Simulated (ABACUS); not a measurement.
Runs of ABACUS 3.10.1 on W. Symmetry: Im-3m, No. 229, cubic system. Conventional cell: a = 3.165 Å, b = 3.165 Å, c = 3.165 Å, α = 90.00°, β = 90.00°, γ = 90.00°. W (site symmetry m-3m) has 8 W at 2.74 Å as nearest neighbours. 

```tsv
task	level	potentials or basis	cell	k mesh	cutoff (eV)	optimiser	force threshold	max steps	cell moves	symmetry key	gap on the mesh (eV)	pressure (GPa)	relaxed volume (Å³/atom)
relaxation of cell and atoms	LDA	PseudoDojo NC SR 0.4.1 LDA stringent, plane waves	relaxed	10 × 10 × 10	1687	ASE BFGSLineSearch	0.01 eV/Å	60	yes	1	none	0.0	15.45
single point	PW91	PseudoDojo NC SR 0.5 PBE stringent, plane waves	as given	10 × 10 × 10	1007	-	-	-	-	1	none	6.3	-
single point	LDA	PseudoDojo NC SR 0.4.1 LDA stringent, plane waves	as given	10 × 10 × 10	1687	-	-	-	-	1	none	(a)	-
relaxation of cell and atoms	PW91	PseudoDojo NC SR 0.5 PBE stringent, plane waves	relaxed	10 × 10 × 10	1007	cg	0.01 eV/Å	-	-	1	none	0.0	16.17
```

Alike in all rows: no spin polarisation; smearing fermi-dirac 0.05 eV.

Q: Estimate the missing entries.

A: (a) -8.2.

Caveats: the potentials were made for another functional, which shifts forces and pressure (some runs).

A k mesh can miss the band edges, and the runs leave out spin-orbit coupling on W.

A gap of «none» marks a metal or a gap under the smearing width.

The runs don't all hold the same shells in valence.
